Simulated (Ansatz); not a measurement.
## Molecular dynamics of Si

Input:

```yaml
crystal:
  lattice:
    - [0.0, 5.381, 5.381]
    - [5.381, 0.0, 5.381]
    - [5.381, 5.381, 0.0]
  atoms:
    - { symbol: Si, position: [0.01387132, 0.06617831, -0.05540833] }
    - { symbol: Si, position: [0.22070393, 0.02644479, 0.12053401] }
    - { symbol: Si, position: [-0.00276369, 0.02991169, 0.4816544] }
    - { symbol: Si, position: [0.11003342, 0.16959904, 0.61579845] }
    - { symbol: Si, position: [0.10975104, 0.39036109, -0.05221716] }
    - { symbol: Si, position: [-0.01304646, 0.70147606, 0.14409649] }
    - { symbol: Si, position: [-0.06711499, 0.47997723, 0.66651373] }
    - { symbol: Si, position: [0.1796829, 0.62367791, 0.55860586] }
    - { symbol: Si, position: [0.61731953, -0.09124037, -0.08668] }
    - { symbol: Si, position: [0.6794393, 0.04454782, 0.1276621] }
    - { symbol: Si, position: [0.5065272, -0.06017261, 0.494423] }
    - { symbol: Si, position: [0.65792619, 0.12256833, 0.53972216] }
    - { symbol: Si, position: [0.44059501, 0.38681191, 0.00903382] }
    - { symbol: Si, position: [0.71831257, 0.5474384, -0.01370961] }
    - { symbol: Si, position: [0.57223437, 0.46725377, 0.3828647] }
    - { symbol: Si, position: [0.61144364, 0.51023995, 0.63816699] }
basis:
  ecutwfc: 420.0
kpoints:
  mp_grid: { grid: [2, 2, 2] }
hamiltonian:
  xc: pbe
scf:
  occupations: { method: fermi_dirac, width: 0.24 }
  lower_state_search: "off"
md:
  timestep: 2
  n_steps: 169
  ensemble: nvt_langevin
  temperature: 2240.0
  initial_velocities: maxwell_boltzmann
  seed: 438193
  friction: 0.02
  temperature_schedule:
    - { n_steps: 127, end_temperature: 300.0 }
    - { n_steps: 42, end_temperature: 300.0 }
```

Launched with:

```bash
$ ansatz run input.yaml --threads 1 --pin off --max-ram 3072MiB --backend cpu --events-out ev --progress --plain --runs-dir out
```

It goes on from the last frame of an earlier run, with new velocities.

Output, in part (step lines):

```
md step     0: t =     0.00 fs  T =  2100.0 K (target 2240.0 K)  F+E_penalty+E_count = -10163.79829030 eV  E_kin = 4.343136 eV  (8 SCF iters)
md step     1: t =     2.00 fs  T =  2132.7 K (target 2232.4 K)  F+E_penalty+E_count = -10163.88765193 eV  E_kin = 4.410747 eV  (7 SCF iters)
md step     2: t =     4.00 fs  T =  2215.9 K (target 2217.1 K)  F+E_penalty+E_count = -10163.94720134 eV  E_kin = 4.582864 eV  (7 SCF iters)
md step     3: t =     6.00 fs  T =  1967.8 K (target 2201.8 K)  F+E_penalty+E_count = -10163.92304630 eV  E_kin = 4.069648 eV  (7 SCF iters)
md step     4: t =     8.00 fs  T =  1791.7 K (target 2186.5 K)  F+E_penalty+E_count = -10163.83610112 eV  E_kin = 3.705595 eV  (7 SCF iters)
md step     5: t =    10.00 fs  T =  1673.7 K (target 2171.3 K)  F+E_penalty+E_count = -10163.72768600 eV  E_kin = 3.461447 eV  (5 SCF iters)
md step     6: t =    12.00 fs  T =  1846.8 K (target 2156.0 K)  F+E_penalty+E_count = -10163.60542982 eV  E_kin = 3.819421 eV  (6 SCF iters)
md step     7: t =    14.00 fs  T =  1969.6 K (target 2140.7 K)  F+E_penalty+E_count = -10163.46017055 eV  E_kin = 4.073535 eV  (6 SCF iters)
[... lines left out ...]
md step   168: t =   336.00 fs  T =   512.9 K (target 300.0 K)  F+E_penalty+E_count = -10167.43057502 eV  E_kin = 1.060795 eV  (5 SCF iters)
md step   169: t =   338.00 fs  T =   509.2 K (target 300.0 K)  F+E_penalty+E_count = -10167.41672751 eV  E_kin = 1.053105 eV  (6 SCF iters)
```

The steps, from the saved trajectory:

| time (fs) | T (K) | potential energy less start (eV) |
| --- | --- | --- |
| 0.0 | 2100 | 0.000 |
| 10.0 | 1674 | 0.071 |
| 20.0 | 1804 | 0.072 |
| 30.0 | 1980 | -1.214 |
| 40.0 | 1675 | -1.475 |
| 50.0 | 1125 | -0.436 |
| 60.0 | 1084 | -0.145 |
| 70.0 | 1744 | -0.902 |
| 80.0 | 1727 | -0.828 |
| 90.0 | 1626 | -0.537 |
| 100.0 | 1563 | -0.604 |
| 110.0 | 1266 | -0.639 |
| 120.0 | 1417 | -0.734 |
| 130.0 | 1529 | -0.385 |
| 140.0 | 1347 | -0.364 |
| 150.0 | 1340 | -0.892 |
| 160.0 | 1271 | -1.557 |
| 170.0 | 1316 | -1.738 |
| 180.0 | 1088 | -1.451 |
| 190.0 | 765 | -1.075 |
| 200.0 | 1027 | -1.270 |
| 210.0 | 1185 | -1.628 |
| 220.0 | 1009 | -1.835 |
| 230.0 | 928 | -2.027 |
| 240.0 | 853 | -2.099 |
| 250.0 | 615 | -1.810 |
| 260.0 | 573 | -2.036 |
| 270.0 | 662 | -2.602 |
| 280.0 | 610 | -2.811 |
| 290.0 | 540 | -2.998 |
| 300.0 | 558 | -3.174 |
| 310.0 | 593 | -3.270 |
| 320.0 | 485 | -3.391 |
| 330.0 | 550 | -3.592 |

All steps were run. The schedule's set-point averaged 462 K over the second half and the system 757 K, so it lags behind the ramp. A run of 0.34 ps of so small a system gives no equilibrium averages. Limits of this set-up: coarse k mesh.

Mean squared displacements from the first frame to the last, about the centre of mass: Si 0.60 Å².

Last frame:

```xyz
16
Lattice="0.0000 5.3810 5.3810 5.3810 0.0000 5.3810 5.3810 5.3810 0.0000" Properties=species:S:1:pos:R:3
Si -0.061 -0.359 0.019
Si 0.941 1.357 1.285
Si 2.318 2.576 -0.145
Si 3.743 3.698 1.198
Si 2.141 0.425 3.060
Si 4.245 -0.712 2.997
Si 5.772 2.745 2.023
Si 6.297 4.048 4.026
Si -0.116 2.483 3.060
Si 1.558 3.315 4.546
Si 2.532 4.823 2.799
Si 3.663 6.489 4.025
Si 2.641 1.262 5.461
Si 2.688 3.455 6.698
Si 4.590 4.866 5.500
Si 6.054 5.710 7.171
```

The run took 15 min on 1 thread of Arm Neoverse V1, with other jobs on the host, peak memory 0.59 GiB.
